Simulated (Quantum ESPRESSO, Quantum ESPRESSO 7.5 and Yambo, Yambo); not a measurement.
**BeTe (F-43m): Bethe-Salpeter spectra with Yambo**

Wanted: excitons and ε₂ of BeTe (F-43m), with cost.

Method: PBE and many-body steps on it, plane waves, in Quantum ESPRESSO 7.5 and Yambo 5.3.0.

The database entry behind the starting cell differs from later determinations by our own check (an axis about 1.5 % short against later determinations), so it need not match the best structure at ambient conditions.

**1. Starting point**

The structure is cubic, space group F-43m (No. 216). Conventional cell: a = 5.540 Å, b = 5.540 Å, c = 5.540 Å, α = 90.00°, β = 90.00°, γ = 90.00°. Nearest to Be lie 4 Te at 2.40 Å. Nearest to Te lie 4 Be at 2.40 Å. Farther neighbours and most contacts between anions are not listed.

The cell and positions come from the Crystallography Open Database and are kept as given unless a step says otherwise.

**2. Empty states on the mesh, 4×4×4 mesh, 152 bands**

This step: Quantum ESPRESSO 7.5; DFT, PBE with spin-orbit coupling, plane waves, norm-conserving pseudopotentials.

The sums over transitions need many empty states on a uniform mesh; this step solves for them.

File pw.in:

```
&control
  calculation = 'nscf'
  prefix = 'x'
  outdir = 'o'
  pseudo_dir = 'pseudo'
/
&system
  ibrav = 0
  nat = 2
  ntyp = 2
  ecutwfc = 88.0
  nbnd = 152
  force_symmorphic = .true.
  noncolin = .true.
  lspinorb = .true.
/
&electrons
  conv_thr = 1e-9
  electron_maxstep = 80
  diago_full_acc = .true.
  diago_thr_init = 5e-6
/
ATOMIC_SPECIES
  Be 9.012 Be.upf
  Te 127.6 Te.upf
CELL_PARAMETERS angstrom
  0.0000000000 2.7700000000 2.7700000000
  2.7700000000 0.0000000000 2.7700000000
  2.7700000000 2.7700000000 -0.0000000000
ATOMIC_POSITIONS crystal
  Be 0.0000000000 0.0000000000 0.0000000000
  Te 0.2500000000 0.2500000000 0.2500000000
K_POINTS automatic
  4 4 4 0 0 0
```

Started as:

```bash
$ OMP_NUM_THREADS=1 mpirun -n 4 pw.x -nk 4 -in pw.in > pw.out
```

Output:

```text
Program PWSCF v.7.5 starts

     This program is part of the open-source Quantum ESPRESSO suite
     for quantum simulation of materials; please cite
         "P. Giannozzi et al., J. Phys.:Condens. Matter 21 395502 (2009);
         "P. Giannozzi et al., J. Phys.:Condens. Matter 29 465901 (2017);
         "P. Giannozzi et al., J. Chem. Phys. 152 154105 (2020);
     in publications or presentations arising from this work. More details at

     Atomic positions and unit cell read from directory:
     o/x.save/

     Message from routine setup:
[...]
-149.4316-149.4316-106.2501-106.2501 -96.5432 -96.5432 -96.5431 -96.5431
[...]
[... 7 further rows ...]
    69.1284  69.1284  69.1444  69.1444  70.7998  70.7998  70.9866  70.9866
    71.8250  71.8250  71.8699  71.8699  73.6940  73.6940  73.9034  73.9034

          k = 0.3536 0.0000 0.0000 (  4016 PWs)   bands (ev):

     [... further k-points ...]

     highest occupied, lowest unoccupied level (ev):     9.7313   11.2968

     XML data file, pseudopotentials, collected wavefunctions

=------------------------------------------------------------------------------=
   JOB DONE.
=------------------------------------------------------------------------------=
```

Run time: 23 s. Hardware: 4 MPI ranks of Arm Neoverse V1, shared host; peak memory 0.63 GiB; 91 s of CPU time.

This step gave:

```yaml
gap: 1.565 eV
k_of_the_valence_top: 0, 0, 0
k_of_the_conduction_bottom: 0, -0.5, -0.5
least_direct_gap: 3.259 eV
k_points_computed: 8
lowest_point_of_the_top_converged_band_above_the_valence_top: 64.1555 eV
```

On this mesh the gap is 1.565 eV.

The density comes from a self-consistent run that is not shown, made with spin-orbit coupling and fully relativistic files.

**3. Conversion and set-up**

This step: Yambo 5.3.0; conversion and set-up on PBE with spin-orbit coupling, plane waves, norm-conserving pseudopotentials.

The states are converted to the many-body program's format and the q mesh is built.

Started as:

```bash
$ (cd o/x.save; p2y > p2y.log; mv SAVE ../..); yambo > setup.log
```

Output:

```text
 Yambo, version 5.3.0

 [02] CORE Variables Setup
 =========================

  [02.01] Unit cells
  ==================

  Cell kind             :  FCC
  Atoms in the cell     :  Be  Te
  number of Be atoms    :  1
  number of Te atoms    :  1

  List of atomic masses
  Mass of Be    :  9.012000
  Mass of Te    :  127.6000

  List of atomic coordinates    : [cc]
  Be1       :  0.000000  0.000000  0.000000  order 1
  Te1       :  2.617271  2.617271  2.617271  order 2

  Alat factors          :  5.234541  5.234541  5.234541 [a.u.]
  Direct lattice volume :  286.8573 [a.u.]
[...]
==========================================

 IBZ Q-points                                      :   8
 BZ  Q-points                                      :   64

 K/Q-points units:
 rlu = crystal or reduced units; cc = cartesian coordinates; iku = interal k-units

 Q [1]          [rlu]:  0.000000  0.000000  0.000000
 Q [2]          [rlu]: -0.61447E-17 -0.61447E-17  0.25000
 Q [3]          [rlu]:  0.12289E-16  0.12289E-16 -0.50000
[...]
Q [7]          [rlu]: -0.44291E-16 -0.50000     -0.50000
 Q [8]          [rlu]:  0.250000 -0.500000 -0.250000

  [03.01] X indexes
  =================

   [03.01.01] Sigma indexes
   ========================

 [06] Game Over & Game summary
```

Elapsed: 2.9 s, on 1 MPI rank; peak memory 0.25 GiB.

**4. Screening and self-energy, 4×4×4 mesh, 152 bands, screening to 149.7 eV**

G0W0 replaces the xc potential by the self-energy, built once from these orbitals. Only a window of levels is corrected, while the sums run over the empty bands that the input names.

This step: G0W0 on PBE with spin-orbit coupling, plane waves, norm-conserving pseudopotentials.

File gw1.in:

```
HF_and_locXC
gw0
dyson
ppa
em1d
rim_cut
RandQpts= 1000000
RandGvec= 1 RL
EXXRLvcs= 88 Ry
VXCRLvcs= 352 Ry
Chimod= "HARTREE"
% BndsRnXp
 1 | 152 |
%
NGsBlkXp= 11 Ry
% LongDrXp
 1 | 1 | 1 |
%
% GbndRnge
 1 | 152 |
%
DysSolver= "n"
ExtendOut
PPAPntXp= 27.21138 eV
% QPkrange
 1 | 8 | 23 | 34 |
%
```

Started as:

```bash
$ OMP_NUM_THREADS=1 mpirun -n 4 yambo -F gw1.in -J gw1 -C gw1 > gw1.log
```

Output:

```text
 Yambo, version 5.3.0

 [02] CORE Variables Setup
 =========================

  [... cell, symmetries and grids as in the set-up ...]

  [02.05] Energies & Occupations
  ==============================

  [X] === General ===
  [X] Electronic Temperature                        :  0.000000  0.000000 [eV K]
  [X] Bosonic    Temperature                        :  0.000000  0.000000 [eV K]
  [X] Finite Temperature mode                       : no
  [X] El. density                                   :  0.65870E+24 [cm-3]
[...]
Sx RL components                                 :   4111

   QP @ state[ 1 ] K range                          :   1   8
   QP @ state[ 1 ] b range                          :   23   34
   GF energies kind                                 : Perdew, Burke & Ernzerhof(X)+Perdew, Burke & Ernzerhof(C)
   GF WF`s kind                                     : Perdew, Burke & Ernzerhof(X)+Perdew, Burke & Ernzerhof(C)
   Xs energies kind                                 : Perdew, Burke & Ernzerhof(X)+Perdew, Burke & Ernzerhof(C)
   Xs WF`s kind                                     : Perdew, Burke & Ernzerhof(X)+Perdew, Burke & Ernzerhof(C)

 [11] Game Over & Game summary
```

The job ended after 11 min (4 MPI ranks; peak memory 3.4 GiB).

Numbers from this step:

```
G0W0 gap on the mesh                         : 2.242 eV
starting gap on the mesh                     : 1.565 eV
k of the valence top                         : 0, 0, 0
k of the conduction bottom                   : 0, -0.5, -0.5
least direct G0W0 gap on the computed points : 4.214 eV
```

The gap on the mesh goes from 1.57 eV to 2.24 eV, a correction of +0.68 eV.

The gap opens by 0.676 eV; the next steps shift the empty bands rigidly by 0.955 eV, the correction at the start's least direct gap.

**5. Excitons**

Light makes an electron and a hole together. The Bethe-Salpeter equation adds their screened attraction and their exchange, in a window of bands around the gap.

This step: Bethe-Salpeter equation on PBE with a scissors shift with spin-orbit coupling, plane waves, norm-conserving pseudopotentials.

File bse3.in:

```
optics
bss
bse
em1s
dipoles
rim_cut
RandQpts= 1000000
RandGvec= 1 RL
Chimod= "HARTREE"
BSKmod= "SEX"
BSEmod= "resonant"
BSSmod= "d"
BSENGexx= 30 Ry
BSENGBlk= 6 Ry
% BSEQptR
 1 | 1 |
%
% BSEBands
 23 | 36 |
%
% BEnRange
 0 | 9 | eV
%
% BDmRange
 0.1 | 0.1 | eV
%
BEnSteps= 181
% BLongDir
 1 | 0 | 0 |
%
% BndsRnXs
 1 | 86 |
%
NGsBlkXs= 6 Ry
% LongDrXs
 1 | 1 | 1 |
%
% KfnQP_E
 0.955 | 1.0 | 1.0 |
%
WRbsWF
```

Started as:

```bash
$ OMP_NUM_THREADS=1 mpirun -n 4 yambo -F bse3.in -J bse3 -C bse3 > bse3.log
```

Output:

```text
 Yambo, version 5.3.0

 [02] CORE Variables Setup
 =========================

  [... cell, symmetries and grids as in the set-up ...]

  [02.05] Energies & Occupations
  ==============================

  [X] === General ===
  [X] Electronic Temperature                        :  0.000000  0.000000 [eV K]
  [X] Bosonic    Temperature                        :  0.000000  0.000000 [eV K]
  [X] Finite Temperature mode                       : no
  [X] El. density                                   :  0.65870E+24 [cm-3]
  [X] Fermi Level                                   :  9.731280 [eV]

  [X] === Gaps and Widths ===
  [X] Conduction Band Min                           :  1.565485 [eV]
  [X] Valence Band Max                              :  0.000000 [eV]
  [X] Filled Bands                                  :  28
  [X] Empty Bands                                   :   29  152
  [X] Direct Gap                                    :  3.258947 [eV]
  [X] Direct Gap localized at k                     :  1
  [X] Indirect Gap                                  :  1.565485 [eV]
  [X] Indirect Gap between kpts                     :   1   7
  [X] Last valence band width                       :  3.670239 [eV]
  [X] 1st conduction band width                     :  3.422578 [eV]

 [03] Transferred momenta grid and indexing
 ==========================================

 [BZ sampling] Q-grid is User defined and/or read from the database

 IBZ Q-points                                      :   8
 BZ  Q-points                                      :   64

 K/Q-points units:
 rlu = crystal or reduced units; cc = cartesian coordinates; iku = interal k-units

 Q [1]          [rlu]:  0.000000  0.000000  0.000000
 Q [2]          [rlu]: -0.61447E-17 -0.61447E-17  0.25000
 Q [3]          [rlu]:  0.12289E-16  0.12289E-16 -0.50000
 Q [4]          [rlu]:  0.22146E-16  0.25000      0.25000
 Q [5]          [rlu]: -0.24636E-16  0.25000      0.50000
 Q [6]          [rlu]:  0.12289E-16  0.25000     -0.25000
 Q [7]          [rlu]: -0.44291E-16 -0.50000     -0.50000
 Q [8]          [rlu]:  0.250000 -0.500000 -0.250000

  [03.01] X + BSE indexes
  =======================

   [03.01.01] Sigma indexes
   ========================

 [04] Coloumb potential Random Integration (RIM)
 ===============================================

  [04.01] RIM initialization
  ==========================

  * Diagonal components only detected *

  8 x (sBL volume)        :  0.108090 [a.u.]
  sBZ random points       :  1000000
  Points outside the sBZ  :   7987327
  RL volume               :  0.864716 [a.u.]
  Integrated volume       :  0.866088 [a.u.]

  [04.02] RIM integrals
  =====================

  Gamma point sphere radius             :  0.086406 [a.u.]
  Points outside the sphere             :   799513
  [Int_sBZ(q=0) 1/q^2]*(Vol_sBZ)^(-1/3) =:  7.764325
                                 should be <:  7.795600

  Summary of Coulomb integrals for non-metallic bands |Q|[au] RIM/Bare

  Q [1] 0.100000E-4 0.995988 * Q [2] 0.259879 1.065884
  Q [4] 0.300083 1.064810 * Q [6] 0.424381 1.027704
  Q [5] 0.497631 1.020409 * Q [3] 0.519759 1.018308
  Q [7] 0.600166 1.014905 * Q [8] 0.671006 1.011860

 [WARNING] [Xs] User bands 1-86 break level degeneracy

 [05] External/Internal QP corrections
 =====================================

 [QP_apply] Action to be applied: USER defined scissor

  [05.01]  QP corrections report
  ==============================

  [K+QP] === General ===
  [K+QP] Electronic Temperature                     :  0.000000  0.000000 [eV K]
  [K+QP] Bosonic    Temperature                     :  0.000000  0.000000 [eV K]
  [K+QP] Finite Temperature mode                    : no
  [K+QP] El. density                                :  0.65870E+24 [cm-3]
  [K+QP] Fermi Level                                :  0.000000 [eV]

  [K+QP] === Gaps and Widths ===
  [K+QP] Conduction Band Min                        :  2.520485 [eV]
  [K+QP] Valence Band Max                           :  0.000000 [eV]
  [K+QP] Filled Bands                               :  28
  [K+QP] Empty Bands                                :   29  152
  [K+QP] Direct Gap                                 :  4.213947 [eV]
  [K+QP] Direct Gap localized at k                  :  1
  [K+QP] Indirect Gap                               :  2.520485 [eV]
  [K+QP] Indirect Gap between kpts                  :   1   7
  [K+QP] Last valence band width                    :  3.670239 [eV]
  [K+QP] 1st conduction band width                  :  3.422578 [eV]

  [coarse-grid] Minimum Bare Gap        [ev]:  1.565485
  [coarse-grid] Minimum Gap Correction  [ev]:  0.955000

  Eqp @ K [1]
  -159.1629 -159.1629 -115.9813 -115.9813 -106.2744 -106.2744 -106.2744 -106.2744
  -100.5506 -100.5506  -37.4602  -37.4602  -37.4602  -37.4601  -36.0046  -36.0046
  -35.99490 -35.99490 -35.99490 -35.99490 -12.92022 -12.92022  -0.95488  -0.95488
  -0.14580E-08 -0.10236E-08 -0.55594E-09   0.0000       4.2139       4.2139       4.2801       4.2801
    4.28008   4.28008   4.87299   4.87299   9.15335   9.15335  11.23075  11.23075
   11.23075  11.23075  12.10334  12.10334  12.12601  12.12601  12.12601  12.12601
[...]
Eqp @ K [2]
[...]
Eqp @ K [3]
[...]
Eqp @ K [4]
[...]
Eqp @ K [5]
[...]
[... 2 further k-points ...]
  Eqp @ K [8]
[...]
6.37027   6.37158   6.99232   7.21138  11.93752  11.97869  12.60728  13.09395
   14.00247  14.00294  14.87164  15.21561  18.09530  18.09745  18.25734  18.33869
   18.68130  18.68190  19.24486  19.27288  20.60816  20.68112  21.77442  21.89362

 [06] Dipoles
 ============

  [06.01] Setup: observables and procedures
  =========================================

  [WARNING] [r,Vnl^pseudo] included in position and velocity dipoles.

  [WARNING] In case H contains other non local terms, these are neglected

 [07] Static Dielectric Matrix
 =============================

 [WR./bse3//ndb.em1s]------------------------------------------------------------
  Brillouin Zone Q/K grids (IBZ/BZ)                :    8   64    8   64
  RL vectors                                       :   4909 [WF]
  Coulomb cutoff potential                         : none
  Electronic Temperature                           :  0.000000 [K]
  Bosonic    Temperature                           :  0.000000 [K]
  Static diel. fun.  energies                      : Perdew, Burke & Ernzerhof(X)+Perdew, Burke & Ernzerhof(C)
  wavefunctions                                    : Perdew, Burke & Ernzerhof(X)+Perdew, Burke & Ernzerhof(C)
  Global Gauge                                     : length
  X matrix size                                    :   89
  X band range                                     :    1   86
  X e/h energy range                               : -1.000000 -1.000000 [eV]
  X Time ordering                                  : T
  X Hxc Kernel                                     : HARTREE
  X Drude frequency                                :  0.000000  0.000000
  X poles                                          :  100.0000 [o/o]
  RL vectors in the sum                            :   4909
  [r,Vnl] included                                 : yes
  Field direction                                  :  0.577350E-5  0.577350E-5  0.577350E-5
  BZ energy Double Grid                            : no
  BZ energy DbGd points                            : 0
  BZ Q point size factor                           : -1.000000
  X Optical Averaged directions                    : none

 [08] Bethe Salpeter Equation driver
 ===================================

  [08.01] Bethe Salpeter Equation @q1
  ===================================

   [08.01.01] Transition pre-analysis @q1
   ======================================

   [08.01.02] Transition Groups build-up @q1
   =========================================

   [BSK] Transition groups (total):  16
   [BSK] Size (resonant):  3072
   [BSK]         (total):  3072
   [BSK] N. of matrices :  1

   [08.01.03] Loading Dipoles @q1
   ==============================

   [08.01.04] Independent Particles properties @q1
   ===============================================

   ==========================================================

   [BSE] Exchange components :   869
   [BSE] Correlation components :    89   387

    [08.01.05.01] Screened interaction header I/O
    =============================================

    [08.01.05.02] Main kernel loop
    ==============================

    [08.01.05.03] Wave-Function Phases
    ==================================

    [BSE] WF phases found       :  37.87202 [o/o]

   [08.01.06] BSE solver(s) @q1
   ============================

   [08.01.07] Diago Solver @q1
   ===========================

 [11] Game Over & Game summary
```

It took 3.3 min on 4 MPI ranks; peak memory 1.8 GiB.

Numbers from this step:

| Quantity | Value |
| --- | --- |
| transitions in the window | 3072 |
| direct gap of the transition levels | 4.214 eV |
| lowest state | 3.902 eV |
| first strong exciton (over a fiftieth of the strongest listed) | 3.913 eV |
| binding of the lowest state below the direct gap | 0.3124 eV |
| Coulomb term of one mesh cell | 0.3141 eV |

The binding is 0.99 times the screened Coulomb term of one mesh cell (0.31 eV), so it is not shown settled.

The lowest state lies at 3.902 eV, 0.312 eV under the direct gap.

Lines within 3 meV are set at the lowest of them, and the highest group, which the list may cut short, is left out. Exciton lines, with heights relative to the strongest:

```
position (eV)  lines merged  strength, relative
        3.901             5                 1.2
        3.913             3                  29
        3.961             7                 3.9
        3.979             8                 100
```

The ε₂ has structure finer than the step of the table below, so its rows give means over 0.25 eV, whole bins alone (the curve runs from 0 to 9 eV). Peaks (eV: height): BSE 4.000: 18.1, 4.450: 43.2, 4.950: 43.2, 5.600: 41.0, 6.250: 11.8; no electron-hole interaction 5.450: 27.4, 6.000: 78.7.

Field along x; broadening 0.1 eV; transition window only. Limits: finite bands, cutoff and mesh; coarse k mesh; exciton not shown settled in the k mesh. The ε₂ by photon energy; means over each step:

```
photon energy (eV)     BSE  no electron-hole interaction
              0.25  0.0977                        0.0727
              0.50   0.109                        0.0800
              0.75   0.123                        0.0885
              1.00   0.140                        0.0985
              1.25   0.160                         0.110
              1.50   0.185                         0.125
              1.75   0.218                         0.142
              2.00   0.260                         0.163
              2.25   0.316                         0.191
              2.50   0.395                         0.226
              2.75   0.511                         0.273
              3.00   0.697                         0.339
              3.25    1.04                         0.439
              3.50    1.84                         0.609
              3.75    5.67                         0.975
              4.00    14.8                          2.53
              4.25    17.1                          7.54
              4.50    33.2                          4.39
              4.75    35.9                          12.5
              5.00    36.0                          21.3
              5.25    21.3                          21.2
              5.50    30.8                          22.8
              5.75    22.4                          25.8
              6.00    7.05                          60.9
              6.25    9.72                          21.5
              6.50    4.42                          17.5
              6.75    6.09                          7.84
              7.00    3.62                          9.74
              7.25    1.88                          5.97
              7.50    1.84                          3.27
              7.75    1.94                          2.72
              8.00    1.50                          2.26
              8.25    1.14                          1.43
              8.50    1.08                          1.27
              8.75    1.14                          1.27
```

(Part 1 of 3 ends here.)

[Paths, hosts, dates, memory and timing lines, banners, echoed tables and standing remarks are left out of the program output.]

[Logs are printed without paths, hosts, clocks, repeated set-up lines and the standing remarks that a program may print on its own settings, such as how far it seeks lower states.]

[Runs of the session that timed out or met a known fault of the program may be left out.]

[Hosts, paths, dates, database ids (printed as entryN), source tags and the programs' standing remarks are cut or masked in the printed files.]
